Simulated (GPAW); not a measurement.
MnO:

```
Mn O
1.0
     0.00000    2.22391    2.22391
     2.22391    0.00000    2.22391
     2.22391    2.22391    0.00000
Mn O
1 1
Direct
  0.00000 0.00000 0.00000
  0.50000 0.50000 0.50000
```

The cell is a database's computed one.

* Program: GPAW 26.7.0
* Task: single point
* Functional: PBE
* Potentials or basis: GPAW PAW data sets (gpaw-data 1.2.1)
* Cutoff: 800 eV
* Basis: pw
* k mesh: 10 × 10 × 10
* Occupations: fermi-dirac, width 0.05 eV
* Spin: collinear spin, ferromagnetic start
* Starting moments: [4.0, 0.0] μB

On this cell: pressure 1.4 GPa; largest force zero by symmetry; net moment 4.77 μB per cell; site moments Mn +4.24; O +0.17 μB; band gap on the k mesh none (metal or under the smearing width).

The same run follows on a disturbed copy (atoms moved at random, drawn with an rms of 0.05 Å):

```xyz
2
Lattice="0.0000 2.2239 2.2239 2.2239 0.0000 2.2239 2.2239 2.2239 0.0000" Properties=species:S:1:pos:R:3 pbc="T T T"
Mn    0.0214    0.0100   -0.0449
O     2.2306    2.2150    2.2615
```

Q: What changes?

A: The energy (extrapolated to zero smearing) moves by +7.0 meV/atom; pressure 2.2 GPa; largest force 0.338 eV/Å; net moment 4.78 μB per cell; site moments Mn +4.24; O +0.17 μB; band gap on the k mesh none (metal or under the smearing width).

Forces on the atoms (eV/Å):
```
Mn  -0.053 -0.068  0.327
O    0.053  0.068 -0.327
```

Stress tensor (GPa, compression positive):
```
 1.72 -0.01  0.07
-0.01  1.74  0.09
 0.07  0.09  3.04
```

Caveats: a cell with one magnetic atom can't hold antiferromagnetic order, which such compounds often take; semilocal functionals often make such compounds metallic where correlation or magnetic order opens a gap, which also shifts bond lengths.
